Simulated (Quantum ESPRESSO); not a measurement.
Os:

```
Os
1.0
     2.73410    0.00000    0.00000
    -1.36705    2.36780    0.00000
     0.00000    0.00000    4.31970
Os
2
Direct
  0.66667 0.33333 0.75000
  0.33333 0.66667 0.25000
```

Base run:

* Program: Quantum ESPRESSO 7.5
* Functional: LDA
* Potentials or basis: SG15 PBE 1.2
* Cutoff: 952 eV
* Density cutoff: 3810 eV
* k mesh: 11 × 11 × 6
* Occupations: fermi-dirac, width 0.05 eV
* Spin: no spin polarisation

Its results: band gap on the k mesh none (metal or under the smearing width); pressure -5.8 GPa.

**Question.** The run is repeated on the same cell with these changes: functional from LDA to RPBE. What comes out?

**Answer.** Band gap on the k mesh none (metal or under the smearing width); pressure 11.5 GPa.

RPBE binds less tightly than LDA, so the same cell stands under more pressure.

Caveats: the potentials were made for another functional, which shifts forces and pressure; spin-orbit coupling is left out, which moves the levels of the heavy elements.
